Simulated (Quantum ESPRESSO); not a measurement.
InP in Quantum ESPRESSO: the effect of target pressure

InP:

```
In P
1.0
     0.00000    2.93050    2.93050
     2.93050    0.00000    2.93050
     2.93050    2.93050    0.00000
In P
1 1
Direct
  0.00000 0.00000 0.00000
  0.75000 0.75000 0.75000
```

Alike in all runs:

* Program: Quantum ESPRESSO 7.5
* Task: phonons
* Functional: LDA
* Potentials or basis: GBRV 1.5 LDA
* Cutoff: 762 eV
* Density cutoff: 6095 eV
* k mesh: 4 × 4 × 4, shifted
* Occupations: fermi-dirac, width 0.05 eV
* Spin: no spin polarisation

Each run relaxes the cell or the atoms first.

Question: One run gave: relaxed volume 22.03 Å³/atom; dielectric constant 10.96 mean; highest phonon frequency 351 cm⁻¹. Which target pressure did it use?
A. 25 GPa
B. 50 GPa
C. 0 GPa
D. 10 GPa
E. 80 GPa

Answer: D.

| target pressure | relaxed volume (Å³/atom) | dielectric constant (mean) | highest phonon frequency (cm⁻¹) |
| --- | --- | --- | --- |
| 0 GPa | 24.65 | 12.31 | 304 |
| 10 GPa | 22.03 | 10.96 | 351 |
| 25 GPa | 19.81 | 10.37 | 401 |
| 50 GPa | 17.64 | 10.23 | 461 |
| 80 GPa | 16.02 | 10.40 | 516 |

Caveats: the cell is more than 3 GPa from zero pressure, which shifts response properties (some runs); the volume moved by over 15 % at a fixed basis, so the end points are rough (some runs).
